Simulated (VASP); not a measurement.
Cr: single point with revPBE

Cr:

```
CELL_PARAMETERS angstrom
0.00000 2.41822 2.41822
2.41822 0.00000 2.41822
2.41822 2.41822 0.00000
ATOMIC_POSITIONS crystal
Cr 0.00000 0.00000 0.00000
Cr 0.50000 0.50000 0.50000
```

This isn't the form of Cr at room conditions, which is bcc.

```yaml
Program: VASP 6.6.1
Task: single point
Functional: revPBE
Potentials_or_basis: VASP PAW PBE potentials, release 64 (Cr_pv)
Cutoff: 520 eV
k_mesh: 18 × 18 × 18
Occupations: fermi-dirac, width 0.05 eV
Spin: collinear spin, typed start
Starting_moments: "[1.927, -1.927] μB"
Dipole_correction: no
Further_INCAR_settings: ALGO = Normal; EDIFF = 1e-07; NBANDS = 23
```

```
Pressure                                              : 0.5 GPa
Band gap on the k mesh                                : none (metal or under the smearing width)
Net moment                                            : 0.00 μB per cell
Site moments                                          : Cr +2.11, -2.11 μB
Valence electrons inside the program's atomic spheres : Cr 10.93
```

Levels at points of the mesh, in eV from the Fermi level:
Spin up:
| k point | band 9 | band 10 | band 11 | band 12 | band 13 | band 14 | band 15 | band 16 |
| --- | --- | --- | --- | --- | --- | --- | --- | --- |
| (0.00, 0.00, 0.00) | -2.56 | -2.36 | -2.36 | -2.36 | 2.81 | 2.81 | 2.81 | 3.95 |
| (0.50, 0.00, 0.00) | -1.23 | -1.23 | -0.16 | -0.16 | 0.35 | 0.35 | 1.54 | 1.83 |
| (0.50, 0.50, 0.00) | -1.90 | -1.13 | -0.61 | 0.02 | 0.02 | 2.17 | 2.17 | 2.87 |
Spin down:
| k point | band 9 | band 10 | band 11 | band 12 | band 13 | band 14 | band 15 | band 16 |
| --- | --- | --- | --- | --- | --- | --- | --- | --- |
| (0.00, 0.00, 0.00) | -2.56 | -2.36 | -2.36 | -2.36 | 2.81 | 2.81 | 2.81 | 3.95 |
| (0.50, 0.00, 0.00) | -1.23 | -1.23 | -0.16 | -0.16 | 0.35 | 0.35 | 1.54 | 1.83 |
| (0.50, 0.50, 0.00) | -1.90 | -1.13 | -0.61 | 0.02 | 0.02 | 2.17 | 2.17 | 2.87 |

It took 4.7 min on 1 thread of Intel(R) Xeon(R) Platinum 8488C (Sapphire Rapids), on a shared host, peak memory 0.3 GiB.

Caveat: the PAW data sets were made with another functional, which shifts forces and pressure a little.
